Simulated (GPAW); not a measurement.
Runs of GPAW 26.7.0 on BeTe. Symmetry: F-43m, No. 216, cubic system. The conventional cell has a = 5.540 Å, b = 5.540 Å, c = 5.540 Å, α = 90.00°, β = 90.00°, γ = 90.00°. Around Te (site symmetry -43m) lie 4 Be at 2.40 Å. Around Be (site symmetry -43m) lie 4 Te at 2.40 Å. 

| exx fraction | gap on the mesh (eV) |
| --- | --- |
| 0.05 | 2.77 |
| 0.1 | 3.03 |
| 0.4 | 4.63 |
| 0.25 | (a) |

Alike in all rows: task hybrid scf; level r2SCAN-X; potentials or basis GPAW PAW data sets (gpaw-data 1.2.1), pw; no spin polarisation; cell as given; k mesh 3 × 3 × 3; cutoff (eV) 600; smearing fermi-dirac 0.001 eV; the mesh is coarse, so values aren't converged.

Problem. Fill in the values left out.

Solution. (a) 3.83.

Caveats: all runs use coarse meshes; the scaled meta-GGA exchange is a class typed in the script; spin-orbit coupling is left out, which moves the levels of the heavy elements; an odd mesh through Γ misses points on the zone boundary, where band edges often lie.

A k mesh can miss the band edges, and the runs leave out spin-orbit coupling on Te.

Runs at the PBE level aren't shown here.
